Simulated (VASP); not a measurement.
# KF (Fm-3m) in VASP: notebook

The runs below take KF through single point, relaxation of cell and atoms, with LDA.

Program: VASP 6.6.1. These are calculated values, not measurements. Logs are shortened: lines on timing, memory, paths and dates and some standing lists are left out, and cuts for length are marked.

### 1 Starting point

It takes space group Fm-3m (No. 225, cubic). The conventional cell has a = 5.163 Å, b = 5.163 Å, c = 5.163 Å, α = 90.00°, β = 90.00°, γ = 90.00°. Around K (site symmetry m-3m) lie 6 F at 2.58 Å. F (site symmetry m-3m) is surrounded by 6 K at 2.58 Å.

### 2 Single point, LDA

Contents of INCAR:

```
PREC     = Accurate       # precision mode
ENCUT    = 520            # plane-wave cutoff, eV
EDIFF    = 1E-6           # SCF threshold, eV
ISMEAR   = 0              # smearing method
SIGMA    = 0.02           # smearing width, eV
LREAL    = F              # projectors in reciprocal space
LASPH    = T              # aspherical terms in the spheres
NELM     = 100            # most SCF steps
ALGO     = Normal         # electronic algorithm
ISIF     = 2              # what is computed and relaxed
LWAVE    = F              # write WAVECAR
LCHARG   = F              # write CHGCAR
GGA      = CA             # functional
NBANDS   = 15             # bands
```

Contents of KPOINTS:

```
regular mesh
0
Gamma
  8 8 8
```

Contents of POSCAR:

```
KF
1.0
    0.0000000000      2.5812828431      2.5812828431
    2.5812828431      0.0000000000      2.5812828431
    2.5812828431      2.5812828431      0.0000000000
K F
1 1
Direct
    0.0000000000      0.0000000000      0.0000000000
    0.5000000000      0.5000000000      0.5000000000
```

Potentials or basis: VASP PAW LDA potentials, release 64 (K_sv, F).

Command:

```bash
> cat potpaw_LDA.64/K_sv/POTCAR potpaw_LDA.64/F/POTCAR > POTCAR
> mpirun -np 1 vasp_std > vasp.out
```

OUTCAR:

```text
PREC = Accurate
   ENCUT = 520
   EDIFF = 1E-6
   ISMEAR = 0
   LREAL = F
   LASPH = T
   NELM = 100
   ISIF = 2
   GGA = CA

 ion  position               nearest neighbor table
   1  0.000  0.000  0.000-   2 2.58   2 2.58   2 2.58   2 2.58   2 2.58   2 2.58
   2  0.500  0.500  0.500-   1 2.58   1 2.58   1 2.58   1 2.58   1 2.58   1 2.58

  LATTYP: Found a face centered cubic cell.
 ALAT       =     5.1625656862

  Lattice vectors:

 A1 = (   0.0000000000,   2.5812828431,   2.5812828431)
 A2 = (   2.5812828431,   0.0000000000,   2.5812828431)
 A3 = (   2.5812828431,   2.5812828431,   0.0000000000)

Analysis of symmetry for initial positions (statically):
=====================================================================
 Subroutine PRICEL returns:
 Original cell was already a primitive cell.

 Routine SETGRP: Setting up the symmetry group for a
 face centered cubic supercell.

 Subroutine GETGRP returns: Found 48 space group operations
 (whereof 48 operations were pure point group operations)
 out of a pool of 48 trial point group operations.

The static configuration has the point symmetry O_h .

Analysis of symmetry for dynamics (positions and initial velocities):
=====================================================================
 Subroutine PRICEL returns:
 Original cell was already a primitive cell.

 Routine SETGRP: Setting up the symmetry group for a
 face centered cubic supercell.

 Subroutine GETGRP returns: Found 48 space group operations
 (whereof 48 operations were pure point group operations)
 out of a pool of 48 trial point group operations.

The dynamic configuration has the point symmetry O_h .

 Subroutine INISYM returns: Found 48 space group operations
 (whereof 48 operations are pure point group operations),
 and found     1 'primitive' translations

----------------------------------------------------------------------------------------

                                     Primitive cell

  volume of cell :      34.3983

  direct lattice vectors                    reciprocal lattice vectors
     0.000000000  2.581282843  2.581282843    -0.193702136  0.193702136  0.193702136
     2.581282843  0.000000000  2.581282843     0.193702136 -0.193702136  0.193702136
     2.581282843  2.581282843  0.000000000     0.193702136  0.193702136 -0.193702136

  length of vectors
     3.650485205  3.650485205  3.650485205     0.335501941  0.335501941  0.335501941

  position of ions in fractional coordinates (direct lattice)
     0.000000000  0.000000000  0.000000000
     0.500000000  0.500000000  0.500000000

  ion indices of the primitive-cell ions
   primitive index   ion index
                 1           1
                 2           2

----------------------------------------------------------------------------------------

 KPOINTS: regular mesh

Automatic generation of k-mesh.
 Grid dimensions read from file:
 generate k-points for:    8    8    8

 Generating k-lattice:

  Cartesian coordinates                     Fractional coordinates (reciprocal lattice)
    -0.024212767  0.024212767  0.024212767     0.125000000  0.000000000  0.000000000
     0.024212767 -0.024212767  0.024212767     0.000000000  0.125000000  0.000000000
     0.024212767  0.024212767 -0.024212767     0.000000000  0.000000000  0.125000000

  Length of vectors
     0.041937743  0.041937743  0.041937743

  Shift w.r.t. Gamma in fractional coordinates (k-lattice)
     0.000000000  0.000000000  0.000000000

 Subroutine IBZKPT returns following result:
 ===========================================

 Found     29 irreducible k-points:

 Following reciprocal coordinates:
            Coordinates               Weight
  0.000000  0.000000  0.000000      1.000000
  0.125000  0.000000  0.000000      8.000000
  0.250000  0.000000  0.000000      8.000000
  0.375000  0.000000  0.000000      8.000000
  0.500000  0.000000  0.000000      4.000000
  0.125000  0.125000  0.000000      6.000000
[... 16 lines left out ...]
  0.500000  0.250000  0.125000     48.000000
 -0.375000  0.250000  0.125000     24.000000
 [... further k-points ...]
   k-points           NKPTS =     29   k-points in BZ     NKDIM =     29   number of bands    NBANDS=     15
   number of dos      NEDOS =    301   number of ions     NIONS =      2
   total plane-waves  NPLWV =  21952
   dimension x,y,z NGX =    28 NGY =   28 NGZ =   28
   dimension x,y,z NGXF=    56 NGYF=   56 NGZF=   56
   ions per type =               1   1
   NGX,Y,Z   is equivalent  to a cutoff of  12.75, 12.75, 12.75 a.u.
   NGXF,Y,Z  is equivalent  to a cutoff of  25.50, 25.50, 25.50 a.u.
 SYSTEM =  unknown system
   PREC   = accura    normal or accurate (medium, high low for compatibility)
   ISTART =      0    job   : 0-new  1-cont  2-samecut
   ICHARG =      2    charge: 1-file 2-atom 10-const
   ISPIN  =      1    spin polarized calculation?
   LNONCOLLINEAR =      F non collinear calculations
   LSORBIT =      F    spin-orbit coupling
   LASPH  =      T    aspherical Exc in radial PAW
   ENCUT  =  520.0 eV  38.22 Ry    6.18 a.u.   6.79  6.79  6.79*2*pi/ulx,y,z
   NELM   =    100;   NELMIN=  2; NELMDL= -5     # of ELM steps
   EDIFF  = 0.1E-05   stopping-criterion for ELM
   LREAL  =      F    real-space projection
   EDIFFG = 0.1E-04   stopping-criterion for IOM
   NSW    =      0    number of steps for IOM
   IBRION =     -1    ionic relax: 0-MD 1-quasi-New 2-CG
   NFREE  =      0    steps in history (QN), initial steepest desc. (CG)
   ISIF   =      2    stress and relaxation
   ISYM   =      2    0-nonsym 1-usesym 2-fastsym
   POTIM  = 0.5000    time-step for ionic-motion
   TEBEG  =    0.0;   TEEND  =   0.0 temperature during run
   PSTRESS=    0.0 pullay stress
   NELECT =      16.0000    total number of electrons
   NUPDOWN=      -1.0000    fix difference up-down
   EMIN   =  10.00;   EMAX   =-10.00  energy-range for DOS
   EFERMI =   0.00;   METHOD = LEGACY
   ISMEAR =     0;   SIGMA  =   0.02  broadening in eV -4-tet -1-fermi 0-gaus
   EFERMI_NEDOS =   21; number of points for ismear=-14 and -15
   IALGO  =     38    algorithm
   IMIX   =      4    mixing-type and parameters
     AMIX     =   0.40;   BMIX     =  1.00
     AMIX_MAG =   1.60;   BMIX_MAG =  1.00
  volume/ion in A,a.u.               =      17.20       116.07
  Fermi-wavevector in a.u.,A,eV,Ry     =   1.268438  2.397000 21.890888  1.608935
  Thomas-Fermi vector in A             =   2.401533
   LORBIT       =      0    0 simple, 1 ext, 2 COOP (PROOUT), +10 PAW based schemes
   GGA     = CA    functional components
   LHFCALC =     F    Hartree Fock is set to
   AEXX    =    0.0000 exact exchange contribution
   IVDW    =     0    specifies the selected vdW correction
   LEPSILON=     F    determine dielectric tensor
   LRPA    =     F    only Hartree local field effects (RPA)
 non-spin polarized calculation
 Gauss-broadening in eV      SIGMA  =   0.02
  energy-cutoff  :      520.00
  volume of cell :       34.40
 maximum number of plane-waves:       941
   NGX = 13   NGY = 13   NGZ = 13

 number of electron      15.9999998 magnetization

 Free energy of the ion-electron system (eV)
  ---------------------------------------------------
  ext. energy  EPLUGINS =         0.00000000
  ---------------------------------------------------
  free energy    TOTEN  =        -9.07147705 eV

  energy without entropy =       -9.07147705  energy(sigma->0) =       -9.07147705

 E-fermi :  -2.7312     XC(G=0):  -9.6139

 val. band max:       -2.9251707682   @ k =   0.0000   0.0000   0.0000
 cond. band min:       3.4222199867   @ k =   0.0000   0.0000   0.0000
 fundamental gap:      6.3473907549
 Fermi energy:        -2.7312046918

 k-point     1 :       0.0000    0.0000    0.0000
  band No.  band energies     occupation
      1     -28.3060      2.00000
      2     -21.1955      2.00000
      3     -11.6798      2.00000
      4     -11.6798      2.00000
      5     -11.6798      2.00000
      6      -2.9252      2.00000
      7      -2.9252      2.00000
      8      -2.9252      2.00000
      9       3.4222      0.00000
     10       7.8524      0.00000
     11       7.8524      0.00000
     12       7.8524      0.00000
     13       9.7373      0.00000
     14       9.7373      0.00000
     15      14.0943      0.00000

 k-point     2 :       0.1250    0.0000    0.0000
  band No.  band energies     occupation
      1     -28.2817      2.00000
      2     -21.2201      2.00000
      3     -11.7329      2.00000
      4     -11.6864      2.00000
      5     -11.6864      2.00000
      6      -3.1004      2.00000
      7      -2.9967      2.00000
      8      -2.9967      2.00000
      9       3.9052      0.00000
     10       7.5645      0.00000
     11       8.0940      0.00000
     12       8.0940      0.00000
     13       9.9200      0.00000
     14       9.9200      0.00000
     15      14.9835      0.00000

 k-point     3 :       0.2500    0.0000    0.0000
  band No.  band energies     occupation
      1     -28.2222      2.00000
      2     -21.2818      2.00000
      3     -11.8595      2.00000
      4     -11.7021      2.00000
      5     -11.7021      2.00000
      6      -3.4668      2.00000
      7      -3.1644      2.00000
      8      -3.1644      2.00000
      9       5.0680      0.00000
     10       7.2166      0.00000
     11       8.7035      0.00000
     12       8.7035      0.00000
     13      10.4651      0.00000
     14      10.4651      0.00000
     15      16.4293      0.00000
[... 343 lines left out ...]
 k-point    23 :       0.5000    0.2500    0.1250
  band No.  band energies     occupation
      1     -28.1353      2.00000
      2     -21.3219      2.00000
      3     -12.0680      2.00000
      4     -11.9767      2.00000
      5     -11.7649      2.00000
      6      -3.5991      2.00000
      7      -3.3103      2.00000
      8      -3.0887      2.00000
      9       6.4294      0.00000
     10       6.8930      0.00000
     11       9.2371      0.00000
     12      10.0595      0.00000
     13      11.1534      0.00000
     14      12.2454      0.00000
     15      14.1675      0.00000

 k-point    24 :      -0.3750    0.2500    0.1250
  band No.  band energies     occupation
      1     -28.1159      2.00000
      2     -21.3340      2.00000
      3     -12.1323      2.00000
      4     -12.0040      2.00000
      5     -11.7728      2.00000
      6      -3.6101      2.00000
      7      -3.2652      2.00000
      8      -3.2166      2.00000
      9       6.5800      0.00000
     10       7.3410      0.00000
     11       9.2234      0.00000
     12      10.2585      0.00000
     13      11.7063      0.00000
     14      12.8584      0.00000
     15      13.2262      0.00000

 [... further k-points ...]

------------------------ aborting loop because EDIFF is reached ----------------------------------------

  FORCE on cell =-STRESS in cart. coord.  units (eV):
  Direction    XX          YY          ZZ          XY          YZ          ZX
  --------------------------------------------------------------------------------------
  -------------------------------------------------------------------------------------
  Total        0.0507195      0.0507195      0.0507195      0.0000000     -0.0000000      0.0000000
  in kB        2.3623768      2.3623768      2.3623768      0.0000000     -0.0000000      0.0000000
  external PRESSURE =       2.3623768 kB  Pullay stress =       0.0000000 kB

 VOLUME and BASIS-vectors are now :
 -----------------------------------------------------------------------------
  energy-cutoff  :      520.00
  volume of cell :       34.40
      direct lattice vectors                 reciprocal lattice vectors
     0.000000000  2.581282843  2.581282843    -0.193702136  0.193702136  0.193702136
     2.581282843  0.000000000  2.581282843     0.193702136 -0.193702136  0.193702136
     2.581282843  2.581282843  0.000000000     0.193702136  0.193702136 -0.193702136

 POSITION                                       TOTAL-FORCE (eV/Angst)
 -----------------------------------------------------------------------------------
      0.00000      0.00000      0.00000         0.000000      0.000000      0.000000
      2.58128      2.58128      2.58128         0.000000      0.000000      0.000000
 -----------------------------------------------------------------------------------
    total drift:                                0.000000      0.000000      0.000000

  FREE ENERGIE OF THE ION-ELECTRON SYSTEM (eV)
  ---------------------------------------------------
  free  energy   TOTEN  =        -9.0714770469 eV

  energy  without entropy=       -9.0714770469  energy(sigma->0) =       -9.07147705
```

Wall time 14 s (1 thread of AMD EPYC 7R13 (Zen 3), shared host); peak memory 0.11 GiB.

Results:

```yaml
Free_energy: -9.0715 eV
Pressure: 0.2 GPa
Band_gap_on_the_k_mesh: 6.35 eV, direct
```

A k mesh can miss the band edges. A hybrid or GW would open this gap; LDA tends to underestimate it.

### 3 Relaxation of cell and atoms, LDA

Contents of INCAR:

```
SYSTEM = KF
  PREC = Accurate
  ENCUT = 600
  EDIFF = 1E-6
  ISMEAR = 0
  SIGMA = 0.02
  LREAL = .False.
  LASPH = .True.
  NELM = 100
  ALGO = Normal
  ISIF = 3
  LWAVE = .False.
  LCHARG = .False.
  IBRION = 2
  NSW = 100
  EDIFFG = -0.005
```

Contents of KPOINTS:

```
Automatic mesh
0
Gamma
  8 8 8
  0 0 0
```

POSCAR is that of step 2.

Potentials or basis: VASP PAW LDA potentials, release 64 (K_sv, F).

Command:

```bash
> cat potpaw_LDA.64/K_sv/POTCAR potpaw_LDA.64/F/POTCAR > POTCAR
> mpirun -np 1 vasp_std > vasp.out
```

It took 27 s on 1 thread of AMD EPYC 7R13 (Zen 3), shared host; peak memory 0.13 GiB.

Results (log left out):

| Item | Value |
| --- | --- |
| Free energy | -9.0735 eV |
| Relaxed volume | 17.27 Å³/atom |
| Relaxed cell | a = 3.655 Å, b = 3.655 Å, c = 3.655 Å, α = 60.00°, β = 60.00°, γ = 60.00° |
| Space group after relaxing (to 0.05 Å) | Fm-3m (No. 225) |
| Energy gained by relaxing | 0.0 meV/atom |
| Ionic steps | 3 |
| Pressure after relaxing | 0.0 GPa |
| Band gap on the k mesh | 6.33 eV, direct |

Final structure:
```
CELL_PARAMETERS angstrom
0.00000 2.58478 2.58478
2.58478 0.00000 2.58478
2.58478 2.58478 0.00000
ATOMIC_POSITIONS crystal
K 0.00000 0.00000 0.00000
F 0.50000 0.50000 0.50000
```

Levels at points of the mesh, in eV from the valence-band top:
```tsv
k point	band 4	band 5	band 6	band 7	band 8	band 9	band 10	band 11	band 12
(0.00, 0.00, 0.00)	-8.77	-8.77	0.00	0.00	0.00	6.33	10.77	10.77	10.77
(0.50, 0.00, 0.00)	-8.81	-8.81	-0.97	-0.46	-0.46	9.19	10.97	12.44	12.44
(0.50, 0.50, 0.00)	-9.08	-9.08	-0.14	-0.02	-0.02	7.95	10.69	12.20	14.12
```
